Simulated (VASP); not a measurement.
# CdTe (F-43m) in VASP: settings compared, part 2 of 2

VASP 6.6.1. The steps go on from the part before.

## (4) Band structure, PBE

The input, INCAR:

```
SYSTEM = CdTe
ALGO     = Normal         ! electronic algorithm
EDIFF    = 1E-7           ! SCF threshold, eV
ENCUT    = 520            ! plane-wave cutoff, eV
GGA      = PE             ! functional
ISIF     = 2              ! what is computed and relaxed
ISMEAR   = 0              ! smearing method
LASPH    = .True.         ! aspherical terms in the spheres
LCHARG   = .False.        ! write CHGCAR
LREAL    = .False.        ! projectors in reciprocal space
LWAVE    = .False.        ! write WAVECAR
NELM     = 80             ! most SCF steps
PREC     = Accurate       ! precision mode
SIGMA    = 0.03           ! smearing width, eV
```

The input, KPOINTS:

```
k-points
0
Gamma
  8 8 8
  0 0 0
```

The input, POSCAR:

```
CdTe                                    
1.0
    0.0000000000      3.2477981882      3.2477981882
    3.2477981882      0.0000000000      3.2477981882
    3.2477981882      3.2477981882      0.0000000000
  Cd              Te            
     1     1
Direct
     0.0000000000000000    0.0000000000000000    0.0000000000000000
     0.2500000000000000    0.2500000000000000    0.2500000000000000
```

The input, KPOINTS_OPT:

```
explicit points
252
Reciprocal
 0.0000000000  0.0000000000  0.0000000000 1
 0.0357142857  0.0000000000  0.0357142857 1
 0.0714285714  0.0000000000  0.0714285714 1
 0.1071428571  0.0000000000  0.1071428571 1
 0.1428571429  0.0000000000  0.1428571429 1
 0.1785714286  0.0000000000  0.1785714286 1
[... 244 lines left out ...]
 0.5126241200  0.0252482500  0.5126241200 1
 0.4873758800 -0.0252482500  0.4873758800 1
```

Potentials or basis: VASP PAW PBE potentials, release 64 (Cd, Te).

The run is started by

```bash
> cat potpaw_PBE.64/Cd/POTCAR potpaw_PBE.64/Te/POTCAR > POTCAR
> mpirun -np 1 vasp_std > vasp.out
```

OUTCAR:

```text
SYSTEM = CdTe
   EDIFF = 1E-7
   ENCUT = 520
   GGA = PE
   ISIF = 2
   ISMEAR = 0
   LASPH = .True.
   LREAL = .False.
   NELM = 80
   PREC = Accurate

 ion  position               nearest neighbor table
   1  0.000  0.000  0.000-   2 2.81   2 2.81   2 2.81   2 2.81
   2  0.250  0.250  0.250-   1 2.81   1 2.81   1 2.81   1 2.81

  LATTYP: Found a face centered cubic cell.
 ALAT       =     6.4955963764

  Lattice vectors:

 A1 = (   0.0000000000,   3.2477981882,   3.2477981882)
 A2 = (   3.2477981882,   0.0000000000,   3.2477981882)
 A3 = (   3.2477981882,   3.2477981882,   0.0000000000)

Analysis of symmetry for initial positions (statically):
=====================================================================
 Subroutine PRICEL returns:
 Original cell was already a primitive cell.

 Routine SETGRP: Setting up the symmetry group for a
 face centered cubic supercell.

 Subroutine GETGRP returns: Found 24 space group operations
 (whereof 24 operations were pure point group operations)
 out of a pool of 48 trial point group operations.

The static configuration has the point symmetry T_d .

Analysis of symmetry for dynamics (positions and initial velocities):
[... 170 lines left out ...]
      1      -8.8489      2.00000
      2      -5.9775      2.00000
      3      -5.9775      2.00000
      4      -5.9775      2.00000
      5      -5.7220      2.00000
      6      -5.7220      2.00000
      7       2.2857      2.00000
      8       2.2857      2.00000
      9       2.2857      2.00000
     10       3.0366      0.00000
     11       6.8926      0.00000
     12       6.8926      0.00000
     13       6.8926      0.00000
[... 354 lines left out ...]
  band No.  band energies     occupation
      1      -8.4003      2.00000
      2      -5.8906      2.00000
      3      -5.8787      2.00000
      4      -5.7371      2.00000
      5      -5.7166      2.00000
      6      -5.2814      2.00000
      7      -1.9147      2.00000
      8       0.2436      2.00000
      9       1.0357      2.00000
     10       5.5080      0.00000
     11       6.8931      0.00000
     12       8.2569      0.00000
     13       9.4564      0.00000

 [... further k-points ...]
[... 5 lines left out ...]
  --------------------------------------------------------------------------------------
  -------------------------------------------------------------------------------------
  Total        1.0201494      1.0201494      1.0201494      0.0000000     -0.0000000     -0.0000000
  in kB       23.8548802     23.8548802     23.8548802      0.0000000     -0.0000000     -0.0000000
  external PRESSURE =      23.8548802 kB  Pullay stress =       0.0000000 kB

 VOLUME and BASIS-vectors are now :
 -----------------------------------------------------------------------------
  energy-cutoff  :      520.00
  volume of cell :       68.52
      direct lattice vectors                 reciprocal lattice vectors
     0.000000000  3.247798188  3.247798188    -0.153950452  0.153950452  0.153950452
     3.247798188  0.000000000  3.247798188     0.153950452 -0.153950452  0.153950452
     3.247798188  3.247798188  0.000000000     0.153950452  0.153950452 -0.153950452

 POSITION                                       TOTAL-FORCE (eV/Angst)
 -----------------------------------------------------------------------------------
      0.00000      0.00000      0.00000         0.000000     -0.000000     -0.000000
      1.62390      1.62390      1.62390        -0.000000      0.000000      0.000000
 -----------------------------------------------------------------------------------
    total drift:                               -0.000000     -0.000000     -0.000000

  FREE ENERGIE OF THE ION-ELECTRON SYSTEM (eV)
  ---------------------------------------------------
  free  energy   TOTEN  =        -4.7827081108 eV

  energy  without entropy=       -4.7827081108  energy(sigma->0) =       -4.78270811
```

stdout:

```text
POSCAR found type information on POSCAR CdTe
 POSCAR found :  2 types and       2 ions
 scaLAPACK will be used
 LDA part: xc-table for (Slater+PW92), standard interpolation
 POSCAR, INCAR and KPOINTS ok, starting setup
 FFT: planning ... GRIDC
 FFT: planning ... GRID_SOFT
 FFT: planning ... GRID
 WAVECAR not read
 entering main loop
 Start KPOINTS_OPT (optional k-point list driver)
k-point batch [1-29\252]
k-point batch [30-58\252]
k-point batch [59-87\252]
k-point batch [88-116\252]
k-point batch [117-145\252]
k-point batch [146-174\252]
k-point batch [175-203\252]
k-point batch [204-232\252]
k-point batch [233-252\252]
```

Run time: 2.7 min. Hardware: 1 thread of Intel Xeon Platinum 8488C (Sapphire Rapids), shared host; peak memory 0.23 GiB.

Results:

```yaml
Free_energy: -4.7827 eV
Pressure: 2.4 GPa
Band_gap_on_the_k_mesh: 0.75 eV, direct
Band_gap_along_the_path: 0.75 eV, direct
```

Levels at the corners of the path, in eV from the valence-band top:
```tsv
point	band 6	band 7	band 8	band 9	band 10	band 11	band 12	band 13
Γ	-8.01	0.00	0.00	0.00	0.75	4.61	4.61	4.61
X	-7.52	-4.27	-1.84	-1.84	2.62	2.67	8.81	9.10
X	-7.52	-4.27	-1.84	-1.84	2.62	2.67	8.81	9.10
W	-7.44	-4.15	-2.30	-2.17	4.23	4.69	5.56	6.30
W	-7.44	-4.15	-2.30	-2.17	4.23	4.69	5.56	6.30
K	-7.48	-4.17	-2.52	-1.53	2.90	4.51	7.33	7.45
K	-7.48	-4.17	-2.52	-1.53	2.90	4.51	7.33	7.45
Γ	-8.01	0.00	0.00	0.00	0.75	4.61	4.61	4.61
Γ	-8.01	0.00	0.00	0.00	0.75	4.61	4.61	4.61
L	-7.66	-4.39	-0.76	-0.76	1.81	5.19	5.19	7.08
L	-7.66	-4.39	-0.76	-0.76	1.81	5.19	5.19	7.08
U	-7.48	-4.17	-2.52	-1.53	2.90	4.51	7.33	7.45
U	-7.48	-4.17	-2.52	-1.53	2.90	4.51	7.33	7.45
W	-7.44	-4.15	-2.30	-2.17	4.23	4.69	5.56	6.30
W	-7.44	-4.15	-2.30	-2.17	4.23	4.69	5.56	6.30
L	-7.66	-4.39	-0.76	-0.76	1.81	5.19	5.19	7.08
L	-7.66	-4.39	-0.76	-0.76	1.81	5.19	5.19	7.08
K	-7.48	-4.17	-2.52	-1.53	2.90	4.51	7.33	7.45
U	-7.48	-4.17	-2.52	-1.53	2.90	4.51	7.33	7.45
X	-7.52	-4.27	-1.84	-1.84	2.62	2.67	8.81	9.10
```

Caveat: spin-orbit coupling is left out, which moves the levels of the heavy elements.

## (5) Overview

```tsv
task	level	cell	k mesh	cutoff (eV)	grid for exact exchange (PRECFOCK)	exchange at q = 0	share of exact exchange	ions in elastic constants	gap on the mesh (eV)	pressure (GPa)
band structure	PBE-EpsX	F-43m, 34.26 Å³/atom	6 × 6 × 6	520	Fast	truncated	0.0946	-	1.25	1.9
elastic constants	r2SCAN	F-43m, 35.3 Å³/atom	8 × 8 × 8	600	-	-	-	relaxed	-	-
band structure	PBE	F-43m, 34.26 Å³/atom	8 × 8 × 8	520	-	-	-	-	0.75	2.4
```

Alike in all rows: potentials or basis VASP PAW PBE potentials, release 64 (Cd, Te); no spin polarisation; smearing gaussian 0.03 eV.

Caveats: the PAW data sets were made with another functional, which shifts forces and pressure a little (some runs); spin-orbit coupling is left out, which moves the levels of the heavy elements (some runs).

Total energies depend on the potentials used, so only differences within one code and one set of settings carry meaning.

## (6) Comparison with measurements

Step 2. Against the measured gap of CdTe, 1.607 eV (0 K; a printed reference work, data compilation), the calculated 1.25 eV is off by -0.36 eV. Spin-orbit coupling on Cd, Te is left out. The value is that of PBE-EpsX, without temperature or zero-point motion.

Step 4. Measured gap of CdTe: 1.607 eV (0 K; a printed reference work, data compilation). This calculation gives 0.75 eV (-0.86 eV). Spin-orbit coupling on Cd, Te is left out. The value is that of PBE, without temperature or zero-point motion. Semilocal functionals fall short of measured gaps as a rule.
